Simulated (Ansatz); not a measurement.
Consider the hydrogen abstraction from the S–H bond: `[SH][GeH3]` + `F[C](F)F`• → `[S][GeH3]`• + `FC(F)F`.

Computed with Ansatz on PBE0-D4/def2-TZVP structures; ΔE is electronic, products minus reactants. CCSD(T)/CBS adds triple-zeta CCSD(T) − MP2 to the extrapolated MP2 energy (def2 sets, frozen cores). This one scheme is used for every species. Functionals use def2-TZVPP. B3LYP here is the variant with VWN-RPA as its local correlation; programs differ in this. Open shells (•) are unrestricted, without spin–orbit coupling. For Ge outer-core shells are correlated without core-valence functions, which leaves a few kJ/mol of doubt a bond. Scalar relativity is left out up to krypton.

Question: Is it downhill or uphill in electronic energy at CCSD(T)/CBS, and by how much? (An estimate is asked.)

Answer: The calculation gave: Downhill: ΔE = -81.7 kJ/mol.

Question: What do these levels give: LDA (SPW92), B3LYP-D4, r2SCAN0-D4, CAM-B3LYP-D4, CCSD(T)/def2-SVP, HF/CBS(def2)? (Best estimate.)

Answer: Computed: LDA (SPW92) -63.4, B3LYP-D4 -76.5, r2SCAN0-D4 -69.1, CAM-B3LYP-D4 -78.5, CCSD(T)/def2-SVP -86.5, HF/CBS(def2) -89.4 kJ/mol.

Largest T1 diagnostic among the species: 0.014.

Leaving LDA and LC-ωPBE aside and taking each functional with its dispersion term where it has one, the values, not all of them listed here, spread over 19.7 kJ/mol, from BHLYP-D4 to revPBE-D4. From BLYP to BHLYP (50 % exact exchange), in def2-TZVPP and without D4, ΔE moves by −12.2 kJ/mol.
